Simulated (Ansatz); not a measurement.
# Mo (211): surface energy and levels, part 2 of 2

The task, for Mo: compute energy, relaxation and work function or band edges of the (211) face.

Ansatz 0.2.0; DFT PBEsol, scalar-relativistic, plane waves, PAW. Earlier steps stand in the parts before.

**5. Relaxing the (211) slab**

Contents of input.yaml:

```yaml
crystal:
  lattice:
    - [2.710043019, 0.0, 0.0]
    - [0.0, 4.4254817183, 0.0]
    - [0.0, 0.0, 27.7752653068]
  atoms:
    - { symbol: Mo, position: [0.3333333333, 0.5, 0.2700244234] }
    - { symbol: Mo, position: [0.6666666667, 0.0, 0.3160195387] }
    - { symbol: Mo, position: [0.0, 0.5, 0.3620146541] }
    - { symbol: Mo, position: [0.3333333333, 0.0, 0.4080097694] }
    - { symbol: Mo, position: [0.6666666667, 0.5, 0.4540048847] }
    - { symbol: Mo, position: [0.0, 0.0, 0.5] }
    - { symbol: Mo, position: [0.3333333333, 0.5, 0.5459951153] }
    - { symbol: Mo, position: [0.6666666667, 0.0, 0.5919902306] }
    - { symbol: Mo, position: [0.0, 0.5, 0.6379853459] }
    - { symbol: Mo, position: [0.3333333333, 0.0, 0.6839804613] }
    - { symbol: Mo, position: [0.6666666667, 0.5, 0.7299755766] }
basis:
  ecutwfc: 420
kpoints:
  mp_grid: { grid: [13, 8, 1] }
hamiltonian:
  xc: pbesol
scf:
  occupations: { method: gaussian, width: 0.1 }
output:
  forces: true
  eigenvalues: true
  write_density: true
  write_potential: true
  elf: true
  volumetric_format: npy
relax:
  adjacent_minimum: "off"
  f_tol: 0.02
  max_steps: 60
efield:
  axis: 3
  dipole_correction: true
```

Run with:

```sh
$ ansatz run input.yaml --threads 2 --pin off --max-ram 5120MiB --backend cpu --events-out ev --progress --plain --runs-dir out
```

Standard output:

```text
Warning: RAYON_NUM_THREADS=2 ignored (pool sized by the plan → 2); use --threads N
Engine: ansatz 0.2.0, x86_64-unknown-linux-gnu
Pseudopotentials: kind: paw
Pseudopotential: Mo, paw, valence charge 14, recommended cutoff 420 eV (normal), Mo.paw.azcp
Functional definition: PBEsol
  exchange = pbesol_x
  correlation = pbesol_c
Crystal: 11 atoms, lattice volume = 333.116 Å³
Basis set: ecut = 420 eV, 6591 PW (Γ), exchange–correlation on 40×60×384 points (8 copies of the dense FFT grid, shifted against one another)
Bands: 93, of which v1, the nominal top of the filled ones, is band 77 counted from 1 (76 counted from 0)
Symmetry: 2 space group operations
k-points: 35 of 104 (time reversal used)
Non-local potential: Mo, projectors of the file, l = 0: 3, l = 1: 2, l = 2: 2, l = 3: 1
PAW form: soft (Blöchl's): semilocal exchange-correlation on the pseudo side does not see the compensation charge
PAW frozen core: Mo, regenerated for the run's functional, and the local potential with it (the file was generated under x = pbe(κ = 0.804, μ = 0.2195149727645171), c = pbe(β = 0.06672455060314922))
PAW one-centre angular grid: Mo, 590 points (default); XC on 64 Gauss nodes
Initial density: superposition of atomic densities (neutral atoms: chi_scale 0, normalization atom), corrected by the library's trained network
Initial wavefunctions: pseudopotential atomic-orbital guess
Functional: x = pbesol(κ = 0.804, μ = 0.12345679012345678), c = pbesol(β = 0.046)
SCF iter   1: F=—  HF=-53866.881980 eV  |F-HF|=—  |Δ(HF+E_count)|=         —  Δρ=5.60e-3  dr2=3.59e-1  ethr=1.77e-3  p=0.000 e·Å  D=2.28e-13 V/Å  ΔV_dip=-0.00 eV  dr2_dipole=2.09e-11  V_vac-E_F(+/−)=4.01/4.02 eV  ⟨swp⟩=8.7  Hψ=15404  notcnv=0
efield: sawtooth ramp at fractional position 0.9500 (placed from the atoms, in the widest stretch of the axis that holds none; the zero of the levels goes with the place), width 0.1000; the density the first Hamiltonian is built on has a dipole p = 0.000 e·Å; the dipole correction subtracts the counter field D = 2.28e-13 V/Å, which shifts the + side's vacuum level by -0.00 eV against the − side's; the planar-averaged density in the ramp window peaks in size at 6.4e-5 e/Å³
preconditioner: auto → LDOS  [metal: Δε(μ)=0.016 eV  Ē_g=4.036 eV  σ=0.100 eV  W_gap=0.09  n_scr=64 (ndim 8)  ℏωp=16.5 eV  f_vac=0.431  D(μ)=7.64/eV (n_scr^D=44)  β→1.0]
SCF iter   2: F=—  HF=-53866.869656 eV  |F-HF|=—  |Δ(HF+E_count)|=   1.23e-2  Δρ=3.11e-3  dr2=5.46e-2  ethr=2.33e-4  p=0.000 e·Å  D=1.72e-6 V/Å  ΔV_dip=-0.00 eV  dr2_dipole=3.54e-10  V_vac-E_F(+/−)=4.11/4.11 eV  ⟨swp⟩=2.0  Hψ=5192  notcnv=0  defer=255
SCF iter   3: F=—  HF=-53866.861457 eV  |F-HF|=—  |Δ(HF+E_count)|=   8.20e-3  Δρ=9.96e-4  dr2=8.86e-3  ethr=3.54e-5  p=0.000 e·Å  D=6.10e-7 V/Å  ΔV_dip=-0.00 eV  dr2_dipole=9.35e-10  V_vac-E_F(+/−)=4.10/4.10 eV  ⟨swp⟩=2.9  Hψ=5081  notcnv=0  defer=255
SCF iter   4: F=—  HF=-53866.861013 eV  |F-HF|=—  |Δ(HF+E_count)|=   4.44e-4  Δρ=2.12e-4  dr2=3.57e-4  ethr=5.75e-6  p=0.000 e·Å  D=6.01e-7 V/Å  ΔV_dip=-0.00 eV  dr2_dipole=2.76e-10  V_vac-E_F(+/−)=4.11/4.11 eV  ⟨swp⟩=2.3  Hψ=4424  notcnv=0  defer=46
SCF iter   5: F=—  HF=-53866.860979 eV  |F-HF|=—  |Δ(HF+E_count)|=   3.34e-5  Δρ=5.84e-5  dr2=4.52e-5  ethr=2.32e-7  p=0.000 e·Å  D=4.15e-7 V/Å  ΔV_dip=-0.00 eV  dr2_dipole=9.50e-11  V_vac-E_F(+/−)=4.12/4.12 eV  ⟨swp⟩=2.4  Hψ=4604  notcnv=0  defer=18
SCF iter   6: F=—  HF=-53866.860987 eV  |F-HF|=—  |Δ(HF+E_count)|=   7.68e-6  Δρ=3.37e-5  dr2=1.02e-5  ethr=6.49e-9  p=0.000 e·Å  D=1.70e-7 V/Å  ΔV_dip=-0.00 eV  dr2_dipole=1.42e-13  V_vac-E_F(+/−)=4.13/4.13 eV  ⟨swp⟩=23.5  Hψ=36116  notcnv=0
SCF iter   7: F=-53866.860987 eV  HF=-53866.860986 eV  |F-HF|=1.42e-7  |Δ(HF+E_count)|=   5.61e-7  Δρ=9.18e-6  dr2=5.06e-7  ethr=6.49e-9  p=0.000 e·Å  D=6.15e-8 V/Å  ΔV_dip=-0.00 eV  dr2_dipole=8.81e-13  V_vac-E_F(+/−)=4.14/4.14 eV  ⟨swp⟩=14.9  Hψ=29058  notcnv=0
SCF 1 converged in 7 iterations: F = -53866.860987 eV  dr2 = 5.06e-7
relax step   1: F+E_penalty+E_count = -53866.86098651 eV  Δ(F+E_penalty+E_count) = +0.000e0 eV  max|allowed force component| = 1.788e0 eV/Å  Δτ_max = 0.0000 Å  (7 SCF iters, dr2 threshold 1.00e-5 eV, accepted)
[... from here on, the SCF cycles and remarks between the steps are left out ...]
relax step   2: F+E_penalty+E_count = -53867.23594746 eV  Δ(F+E_penalty+E_count) = -3.750e-1 eV  max|allowed force component| = 6.251e-1 eV/Å  Δτ_max = 0.1949 Å  (6 SCF iters, dr2 threshold 1.00e-4 eV, accepted)
relax step   3: F+E_penalty+E_count = -53867.28987200 eV  Δ(F+E_penalty+E_count) = -5.392e-2 eV  max|allowed force component| = 1.245e-1 eV/Å  Δτ_max = 0.0816 Å  (5 SCF iters, dr2 threshold 2.44e-5 eV, accepted)
relax step   4: F+E_penalty+E_count = -53867.29874675 eV  Δ(F+E_penalty+E_count) = -8.875e-3 eV  max|allowed force component| = 3.125e-2 eV/Å  Δτ_max = 0.0355 Å  (6 SCF iters, dr2 threshold 9.68e-7 eV, accepted)
relax step   5: F+E_penalty+E_count = -53867.29865849 eV  Δ(F+E_penalty+E_count) = +8.827e-5 eV  max|allowed force component| = 4.203e-2 eV/Å  Δτ_max = 0.0111 Å  (7 SCF iters, rejected (line search))
relax step   6: F+E_penalty+E_count = -53867.29874692 eV  Δ(F+E_penalty+E_count) = -1.709e-7 eV  max|allowed force component| = 3.115e-2 eV/Å  Δτ_max = 0.0000 Å  (7 SCF iters, accepted)
relax step   7: F+E_penalty+E_count = -53867.29865913 eV  Δ(F+E_penalty+E_count) = +8.779e-5 eV  max|allowed force component| = 4.184e-2 eV/Å  Δτ_max = 0.0111 Å  (6 SCF iters, rejected (line search))
relax step   8: F+E_penalty+E_count = -53867.29901330 eV  Δ(F+E_penalty+E_count) = -2.664e-4 eV  max|allowed force component| = 2.575e-3 eV/Å  Δτ_max = 0.0054 Å  (5 SCF iters, accepted)
WARN: The output density's exchange-correlation potential varies sharply where the density is thin. Do not read a vacuum level from v_tot or v_xc, or from such a field of the output density. On a cell that repeats whose density bears no net charge and no dipole along the vacuum's axis use v_es (v_loc + v_h of the components); under efield.dipole_correction with no amplitude use v_es + v_field, which holds any external_charges[].barrier, or the levels of the report's work_function block, which leave it out; under a non-zero efield.amplitude the vacuum is tilted and has no level; on a cell that repeats and bears such a dipole with no correction it is tilted too, and efield.dipole_correction with no amplitude gives each side of its ramp a level where efield: is served; in a cell that repeats whose density bears a net charge (total_charge, or a fill off its count) it is curved and has none; of a slab under crystal.periodic whose density bears no net charge use v_es, which has a level on each side, short of where the two are joined; of another it falls or rises all the way out and has none; of a slab beside external_charges read slab_vacuum_level instead, which it has where they leave it neutral. The grid or the basis barely resolves most such structure, and the values can differ between equally converged runs; as a rule a tighter scf.convergence.dr2_threshold does not remove it. Where the density itself ripples (under the LDA too) a higher basis.ecutwfc lessens it. The files hold the spikes' plane waves up to the density's cutoff. Files: v_tot_of_output_density and the like, and their columns of v_z.tsv (output.write_potential); v_xc_of_output_density and the like, and their columns of v_comp_z.tsv (output.write_potential_components). Measured: with its Gaussian average of σ = 0.25 Å subtracted twice, the exchange-correlation potential is over 0.1 eV at 1191 of the grid points where the equally averaged density (valence and model cores) is under 1e-3 e/Å³, and 1.38 eV at the most among them, at an averaged density of 4.2e-8 e/Å³. The input density's (outcome.potential() and, of a run that writes arrays, v_tot and v_xc) is over 0.1 eV, so measured, at 418 points of its own thin density, 0.297 eV at the most. See output.write_potential in the manual, Limitations
SCF converged after 5 iterations
Free energy (F): -53867.299013 eV
Harris-Foulkes:  -53867.299013 eV  (|F-HF|=1.25e-7)
Internal energy: -53867.262394 eV  (E = F + TS)
E sigma→0 (E₀):  -53867.280704 eV
Entropy (-TS):   -0.036619 eV (-3.329 meV/atom)
Fermi energy:    8.850072 eV
Dipole field:    D = -0.000001 V/Å  (p = -0.000002 e·Å, saw-weighted, corrected)
Work function:   Φ+ = 4.1792 eV   Φ− = 4.1791 eV
Levels:          The Fermi level and band energies are counted from a zero that moves with the ramp; work functions are not
--- Per-component energies (eV) ---
  E_band       = -2476.700953
  E_kinetic    = 4853.974627
  E_local      = -215555.746835  (includes V_loc(G=0)·N_el)
  E_nonlocal   = 1596.858493
  E_hartree    = 105368.862093
  E_xc         = -2003.906700
  E_vxc        = -2509.813719  (∫ρ·V_xc dr)
  E_paw        = -34584.077625  (= ΣΔE_a)
  E_vpaw       = -1599.735795  (= ΣTr[D̂ρ^β])
  E_aug_tail   = 0.000437  (compensation charges beyond the density's cutoff)
  E_efield     = 0.000000  (sawtooth field / dipole correction)
  E_vefield    = 0.000000  (∫n·V_field dr)
  E_ewald      = 86454.470823
  E_core_change = 2.302293  (= ΣΔE_core)
  E_smearing   = -0.036619  (= −TS)
  E_closure    = -0.000000  (closes the sum)
  Σ components = -53867.299013   (vs F -53867.299013, Δ=0.00e0)
--- Forces (eV/Å), atoms counted from 1 ---
  atom   1  Mo    -0.00186059     0.00000000    -0.00140801
  atom   2  Mo    -0.00109555    -0.00000000    -0.00257520
  atom   3  Mo    -0.00036041    -0.00000000    -0.00011402
  atom   4  Mo    -0.00202537    -0.00000000    -0.00056064
  atom   5  Mo    -0.00040252    -0.00000000    -0.00053019
  atom   6  Mo     0.00000016    -0.00000000     0.00000010
  atom   7  Mo     0.00040248     0.00000000     0.00052981
  atom   8  Mo     0.00202523     0.00000000     0.00056088
  atom   9  Mo     0.00036059     0.00000000     0.00011404
  atom  10  Mo     0.00109570     0.00000000     0.00257554
  atom  11  Mo     0.00186049    -0.00000000     0.00140836
  max |Σ_I F_I| component: 6.69e-7 eV/Å
--- Band table (eV; the first three rows and the last of 35) ---
  k-point 0: bands = ["-52.3604", "-52.3257", "-52.2613", "-52.1512", "-52.0763", "-52.0704", "-52.0521", "-52.0400", "-52.0382", "-51.8465", "-51.8465", "-27.0740", "-26.9886", "-26.9130", "-26.8497", "-26.8485", "-26.7132", "-26.6161", "-26.5742", "-26.4429", "-26.4207", "-26.2772", "-26.1989", "-26.0874", "-26.0812", "-25.9818", "-25.9553", "-25.7957", "-25.7890", "-25.7725", "-25.7625", "-25.7304", "-25.7048", "-25.6832", "-25.6673", "-25.6421", "-25.6306", "-25.6131", "-25.5762", "-25.5512", "-25.5020", "-25.5009", "-25.4153", "-25.4119", "1.7371", "2.3786", "3.2788", "3.5782", "4.0769", "4.1748", "4.6188", "4.6465", "4.7412", "4.9438", "5.0291", "5.3893", "5.5898", "5.7868", "5.9393", "6.1026", "6.1283", "6.4855", "6.6003", "6.6367", "6.6928", "6.7162", "7.0143", "7.1677", "7.1909", "7.2074", "7.3210", "7.4046", "7.4055", "7.5453", "7.7317", "7.8363", "7.9549", "8.4854", "8.8895", "9.2873", "9.6448", "9.6984", "9.8958", "10.0585", "10.0620", "10.2775", "10.2906", "10.4782", "10.5440", "10.5488", "10.6075", "10.6788", "10.7823"]
[... 3 lines left out ...]
--- Relaxed structure (8 steps of the walk, 6 accepted, 0 SCFs on fresh bases) ---
  F+E_penalty+E_count = -53867.29901330 eV   max|allowed force component| = 2.575e-3 eV/Å
  atoms:
    - { symbol: Mo, position: [0.31090853918461137, 0.5000000000000001, 0.276910283605089] }
    - { symbol: Mo, position: [0.6513083544215351, 1.0441655427262428e-18, 0.3152335628390992] }
    - { symbol: Mo, position: [0.008688136480220475, 0.5000000000000001, 0.36171152912754334] }
    - { symbol: Mo, position: [0.3353318349713786, -1.3587212868827548e-19, 0.4075783233703023] }
    - { symbol: Mo, position: [0.6654070175345134, 0.5000000000000001, 0.4547208133299082] }
    - { symbol: Mo, position: [4.825642704256327e-10, -3.2808096627591083e-26, 0.5000000000585295] }
    - { symbol: Mo, position: [0.334592987316316, 0.5000000000000001, 0.545279187168251] }
    - { symbol: Mo, position: [0.6646681673313951, 1.3587197212961303e-19, 0.5924216766178194] }
    - { symbol: Mo, position: [-0.008688133712378799, 0.5000000000000001, 0.6382884710301298] }
    - { symbol: Mo, position: [0.3486916391482274, -1.0441651055536996e-18, 0.6847664370088486] }
    - { symbol: Mo, position: [0.6890914568416174, 0.5000000000000001, 0.7230897158444796] }
```

It took 6.3 min on 2 threads of Intel Xeon Platinum 8488C (Sapphire Rapids), shared host; peak memory 1.1 GiB.

Step by step:

```
step  E - E(step 1) (eV/cell)  largest force component (eV/Å)
   1                   0.0000                          1.7882
   2                  -0.3750                          0.6251
   3                  -0.4289                          0.1245
   4                  -0.4378                          0.0313
   5                  -0.4377                          0.0420
   6                  -0.4378                          0.0312
   7                  -0.4377                          0.0418
   8                  -0.4380                          0.0026
```

Step 1 is the start. Steps 5, 7 were tried and not accepted.

Read from this run: work function 4.18 eV.

Plane-averaged electrostatic potential energy of an electron across the slab, counted from the Fermi level:

(z (Å), V (eV)): (1.74, 4.18), (2.31, 4.18), (2.60, 4.18), (3.18, 4.18), (3.76, 4.18), (4.34, 4.17), (4.63, 4.15), (5.21, 4.07), (5.79, 3.77), (6.08, 3.37), (6.65, 1.03), (7.23, -7.98), (7.81, -14.83), (8.10, -15.71), (8.68, -15.15), (9.26, -12.17), (9.55, -12.15), (10.13, -14.09), (10.71, -12.21), (11.28, -14.08), (11.57, -13.18), (12.15, -11.89), (12.73, -14.03), (13.02, -12.92), (13.60, -13.36), (14.18, -13.36), (14.76, -12.92), (15.04, -14.03), (15.62, -11.89), (16.20, -13.18), (16.49, -14.08), (17.07, -12.21), (17.65, -14.09), (18.23, -12.15), (18.52, -12.17), (19.10, -15.15), (19.67, -15.71), (19.96, -14.83), (20.54, -7.98), (21.12, 1.03), (21.70, 3.37), (21.99, 3.77), (22.57, 4.07), (23.15, 4.15), (23.44, 4.17), (24.01, 4.18), (24.59, 4.18), (25.17, 4.18), (25.46, 4.18), (26.04, 4.18)

Density in a lattice plane of the grid's cell (edges 2.71 and 27.78 Å, at 0.500 of the third edge), which holds Mo.

Values in e/Å³, 12 rows by 6 columns:
```
0.00 0.00 0.00 0.00 0.00 0.00
0.00 0.00 0.00 0.00 0.00 0.00
0.36 0.22 0.31 1.04 2.23 1.32
1.90 0.92 0.36 0.31 0.49 1.25
0.31 0.44 0.53 0.37 0.27 0.26
0.26 0.30 0.40 0.44 0.40 0.30
0.31 0.26 0.27 0.37 0.53 0.44
1.90 1.25 0.49 0.31 0.36 0.92
0.36 1.32 2.23 1.04 0.31 0.22
0.00 0.00 0.00 0.00 0.00 0.00
0.00 0.00 0.00 0.00 0.00 0.00
0.00 0.00 0.00 0.00 0.00 0.00
```
Columns run along the first of these edges and rows up along the second, over one cell in 6 and 12 even steps from the bottom left corner. Atoms in the plane (fractional): Mo at (0.31, 0.28), Mo at (0.01, 0.36), Mo at (0.67, 0.45), Mo at (0.33, 0.55), Mo at (0.99, 0.64), Mo at (0.69, 0.72).

ELF in the same plane.

Ten even steps from '0' (0.00) to '9' (0.74):
```
000000
000000
000000
133100
253696
342588
894449
334532
595953
433433
535959
323543
894449
388524
269635
100133
000000
000000
000000
000000
```
Columns run along the first of these edges and rows up along the second, over one cell in 6 and 20 even steps from the bottom left corner. Atoms in the plane (fractional): Mo at (0.31, 0.28), Mo at (0.01, 0.36), Mo at (0.67, 0.45), Mo at (0.33, 0.55), Mo at (0.99, 0.64), Mo at (0.69, 0.72).

Both are smooth fields of the valence electrons: close to the nuclei they are not physical.

Outside the cores ELF peaks at 0.49 between the atoms, 1.7 Å from Mo; 0.45 outside the outer layer, 1.8 Å from Mo.

**6. What the (211) slab gives**

The surface energy is (E_slab − N·E_bulk) / 2A, with N = 11 atoms and A = 11.99 Å².

|  | as cut | relaxed |
| --- | --- | --- |
| surface energy, mean of both faces | 3.57 J/m² | 3.28 J/m² |
| work function | 4.14 eV | 4.18 eV |
| dipole along +c (e·Å/cell) | 0.000 | 0.000 |

Spacings of the planes, from the bottom up:

```
plane  atoms  spacing to the next, as cut (Å)  relaxed (Å)  change (%)  rumpling (Å)
    1     Mo                            1.278        1.064       -16.7         0.000
    2     Mo                            1.278        1.291        +1.0         0.000
    3     Mo                            1.278        1.274        -0.3         0.000
    4     Mo                            1.278        1.309        +2.5         0.000
    5     Mo                            1.278        1.258        -1.6         0.000
    6     Mo                            1.278        1.258        -1.6         0.000
    7     Mo                            1.278        1.309        +2.5         0.000
    8     Mo                            1.278        1.274        -0.3         0.000
    9     Mo                            1.278        1.291        +1.0         0.000
   10     Mo                            1.278        1.064       -16.7         0.000
   11     Mo                                                                   0.000
```

**7. Results**

The summary covers parts 1 to 2.

| quantity | value |
| --- | --- |
| surface energy, (211), cut with Mo on top | 3.28 J/m² |
| work function, (211), cut with Mo on top | 4.18 eV |

**Reading.** On (211) the top spacing contracts by 16.7 %, and relaxation gains 0.293 J/m² a face.
